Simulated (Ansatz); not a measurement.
Level of theory: DFT PBE, scalar-relativistic, plane waves, PAW (Ansatz). All cells share a 420 eV cutoff and Γ-centred k meshes spaced at most about 0.3 Å⁻¹ (about 0.25 or finer for metals, 2π included). No spin polarisation.

Temperature and zero-point effects are left out.

Two relaxed structures of SiMo3:

A.

```
Si Mo
1.0
     3.91512    0.00000    0.00000
     0.00000    3.91512    0.00000
     0.00000    0.00000    3.91512
Si Mo
1 3
Direct
  0.00000 0.00000 0.00000
  0.00000 0.50000 0.50000
  0.50000 0.00000 0.50000
  0.50000 0.50000 0.00000
```

B.

```
Si Mo
1.0
     3.25310    0.00000    0.00000
     0.00000    3.25310    0.00000
     0.00000    0.00000    5.68486
Si Mo
1 3
Direct
  0.00000 0.00000 0.00000
  0.50000 0.50000 0.23509
  0.50000 0.50000 0.76490
  0.00000 0.00000 0.50000
```

Question: Which is lower in energy, and by how much?

Answer: B is lower, by 96 meV/atom. A has the Cu3Au (L1_2) type, space group Pm-3m (No. 221), 15.0 Å³/atom and no gap on its mesh; B has space group P4/mmm (No. 123), 15.0 Å³/atom and no gap. Counting Mo atoms around Si (those within 1.25 times the shortest such distance or 1.15 times the sum of covalent radii), A has Si 12 and B has Si 10. In A, Si has 12 Mo at 2.77 Å; Mo has 4 Si at 2.77 Å and 8 Mo at 2.77 Å. In B, around Si lie 8 Mo at 2.66 Å, 2 Mo at 2.84 Å and 4 Si at 3.25 Å; Mo on a site of symmetry 4mm is surrounded by 4 Si at 2.66 Å, 5 Mo at 2.67–2.75 Å, 1 Mo at 3.01 Å and 4 Mo at 3.25 Å; around Mo on a site of symmetry 4/mmm lie 8 Mo at 2.75 Å, 2 Si at 2.84 Å and 4 Mo at 3.25 Å. Both come from invented guesses. The lowest form computed isn't among them: it has the A15 type, space group Pm-3n (No. 223), 14.8 Å³/atom, is reached from a cell as deposited in COD and lies 255 meV/atom below the best shown.

Cells relaxed within their symmetry can be saddle points. Some candidate types were left out of the draw beforehand, so a known form may be missing.
